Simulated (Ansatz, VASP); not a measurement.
Given: the input of a run of VASP 6.6.1 on CdTe. 

INCAR

```
PREC = Accurate
ENCUT = 520
EDIFF = 1E-6
ISMEAR = 0
SIGMA = 0.1
LREAL = F
LASPH = T
NELM = 80
ALGO = Normal
ISIF = 2
LWAVE = F
LCHARG = T
GGA = PS
LELF = T
LVHAR = T
NBANDS = 16
```

KPOINTS

```
Automatic mesh
0
Gamma
  7 7 7
```

POSCAR

```
CdTe
1.0
    0.0000000000      3.2050000000      3.2050000000
    3.2050000000      0.0000000000      3.2050000000
    3.2050000000      3.2050000000      0.0000000000
Te Cd
1 1
Cartesian
    4.8075000000      4.8075000000      4.8075000000
    0.0000000000      0.0000000000      0.0000000000
```

Potentials or basis: VASP PAW PBE potentials, release 54 (Te, Cd).

Launch:

```console
$ cat potpaw_PBE.54/Te/POTCAR potpaw_PBE.54/Cd/POTCAR > POTCAR
$ mpirun -np 1 vasp_std > vasp.out
```

Q: Set up the same calculation for Ansatz 0.2.0. Potentials or basis there: Ansatz PAW, cutoff 420 eV.

A: As run (cutoffs and basis follow the program's own potentials, and thresholds, step limits or extra output files can differ):

File input.yaml:

```yaml
crystal:
  lattice:
    - [0.0, 3.205, 3.205]
    - [3.205, 0.0, 3.205]
    - [3.205, 3.205, 0.0]
  atoms:
    - { symbol: Te, position: [0.75, 0.75, 0.75] }
    - { symbol: Cd, position: [0.0, 0.0, 0.0] }
hamiltonian:
  xc: pbesol
  pseudopotentials: { kind: paw }
kpoints:
  mp_grid: { grid: [7, 7, 7] }
scf:
  occupations: { method: gaussian, width: 0.1 }
output:
  forces: true
  stress: true
  eigenvalues: true
  write_density: true
  write_potential: true
  elf: true
  volumetric_format: npy
```

Potentials or basis: Ansatz PAW.

Run with:

```bash
$ ansatz run input.yaml --threads 2 --pin off --max-ram 5632MiB --backend cpu --events-out ev --progress --plain --runs-dir out
```

Both were run:

|  | VASP | Ansatz |
| --- | --- | --- |
| Pressure | 1.9 GPa | 1.7 GPa |

Ansatz's pressure holds a Pulay term of +0.03 GPa for its cutoff of 420 eV, which the other run lacks.

The potentials hold 18 and 36 valence electrons a cell.

VASP's potentials were made for PBE. Ansatz's potentials were made for PBE.

Where Ansatz's input types no cutoff or centring, it takes its own default and a Γ-centred mesh.

Pressure is positive in compression.
